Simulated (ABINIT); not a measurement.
The system is Pb.

```
Pb
1.0
     3.48000    0.00000    0.00000
    -1.74000    3.01377    0.00000
     0.00000    0.00000    5.59000
Pb
2
Direct
  0.66667 0.33333 0.75000
  0.33333 0.66667 0.25000
```

This isn't the form of Pb at room conditions, which is fcc.

```yaml
Program: ABINIT 10.8.3 (patched build)
Task: relaxation of cell and atoms
Functional: PBEsol
Potentials_or_basis: JTH PAW PBE v2.0
Cutoff: 599 eV
k_mesh: 9 × 9 × 5
Occupations: fermi-dirac, width 0.05 eV
Spin: no spin polarisation
```

At the start: pressure 1.2 GPa; volume 29.31 Å³/atom.

How do energy, volume and symmetry change on relaxing?

Over 5 steps the energy falls by 15.5 meV/atom and the volume is 29.87 Å³/atom (+1.9 %); space group P6_3/mmc (No. 194, to 0.05 Å).

The path:
```csv
step,energy change (eV),largest force (eV/Å),pressure (GPa),volume (Å³)
1,0.0000,0.0000,1.19,58.63
2,-0.0048,0.0000,0.96,58.84
3,-0.0310,0.0000,-0.10,59.86
4,-0.0310,0.0000,0.01,59.72
5,-0.0310,0.0000,0.00,59.74
```

Final structure:
```cif
data_structure
_symmetry_space_group_name_H-M 'P 1'
_symmetry_Int_Tables_number 1
_cell_length_a 3.4340
_cell_length_b 3.4340
_cell_length_c 5.8496
_cell_angle_alpha 90.000
_cell_angle_beta 90.000
_cell_angle_gamma 120.000
_cell_volume 59.74
loop_
_atom_site_label
_atom_site_type_symbol
_atom_site_fract_x
_atom_site_fract_y
_atom_site_fract_z
_atom_site_occupancy
Pb1 Pb 0.66667 0.33333 0.75000 1
Pb2 Pb 0.33333 0.66667 0.25000 1
```

Caveat: the PAW data sets were made with another functional, which shifts forces and pressure a little.
